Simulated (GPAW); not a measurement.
Here is a GPAW 26.7.0 calculation.

Contents of run.py:

```python
from ase import Atoms
from ase.filters import FrechetCellFilter
from ase.io import write
from ase.optimize import BFGS
from gpaw import GPAW, PW, setup_paths

setup_paths.insert(0, '.')

atoms = Atoms(['Ge', 'Ge'],
              cell=[[-2.495898, 2.650863, 1.436947],
                    [2.495898, -2.650863, 1.436947],
                    [2.495898, 2.650863, -1.436947]],
              scaled_positions=[[0.314057, 0.064057, 0.25],
                                [0.685943, 0.935943, 0.75]],
              pbc=True)

calc = GPAW(mode=PW(600),
            xc='PBEsol',
            kpts={'size': (8, 8, 8), 'gamma': True},
            occupations={'name': 'fermi-dirac', 'width': 0.05},
            nbands=11,
            convergence={'density': 1e-05, 'forces': 0.0001},
            maxiter=150,
            txt='gpaw.txt')
atoms.calc = calc
opt = BFGS(FrechetCellFilter(atoms), trajectory='relax.traj', logfile='-')
done = opt.run(fmax=0.02, steps=60)
calc.write('gs.gpw')
write('result.traj', atoms)
print('Converged:', done)
print('Cell:', atoms.cell.cellpar().round(4))
print('Volume:', round(atoms.get_volume(), 4))
print(atoms.get_scaled_positions().round(5))
```

Potentials or basis: PAW data sets generated in the run's folder for this functional, pw.

The run is started by

```console
$ gpaw-setup -f PBEsol Ge
$ OMP_NUM_THREADS=1 python run.py
```

Question: Estimate the space group after relaxing (to 0.05 Å).

Answer: Imma (No. 74).

Question: Predict the relaxed cell.

Answer: a = 3.854 Å, b = 3.854 Å, c = 3.854 Å, α = 101.26°, β = 94.72°, γ = 136.25°.

Question: Estimate the band gap on the k mesh.

Answer: None (metal or under the smearing width).

Question: What does it give for the relaxed volume?

Answer: 18.33 Å³/atom.

The path:
```
step  energy change (eV)  largest force (eV/Å)  pressure (GPa)  volume (Å³)
   1              0.0000                0.0196           -2.75        38.03
   2             -0.0043                0.0201           -2.27        37.76
   3             -0.0135                0.0220            0.22        36.52
   4             -0.0137                0.0214            0.13        36.56
   5             -0.0146                0.0162           -0.15        36.70
   6             -0.0147                0.0144           -0.07        36.67
```

Caveat: later steps reuse the first step's grids.
